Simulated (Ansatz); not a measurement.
Here is an Ansatz 0.2.0 calculation.

Contents of input.yaml:

```yaml
crystal:
  lattice:
    - [-1.805, 1.805, 1.805]
    - [1.805, -1.805, 1.805]
    - [1.805, 1.805, -1.805]
  atoms:
    - { symbol: Hf, position: [0.0, 0.0, 0.0] }
hamiltonian:
  xc: rpbe
  pseudopotentials: { kind: paw }
kpoints:
  mp_grid: { grid: [10, 10, 10] }
scf:
  occupations: { method: gaussian, width: 0.02 }
output:
  forces: true
  stress: true
  eigenvalues: true
  write_density: true
  write_potential: true
  elf: true
  volumetric_format: npy
```

Potentials or basis: Ansatz PAW.

Launch:

```sh
$ ansatz run input.yaml --threads 2 --pin off --max-ram 5632MiB --backend cpu --events-out ev --progress --plain --runs-dir out
```

Task: Predict the band gap on the k mesh.

Result: None (metal or under the smearing width).

Task: What does it give for the pressure?

Result: -2.4 GPa.

Caveat: the PAW data sets come from PBE, with cores solved anew for the run's functional, which leaves a small shift of forces and pressure. The run has no spin-orbit coupling, so splittings on Hf are missing.
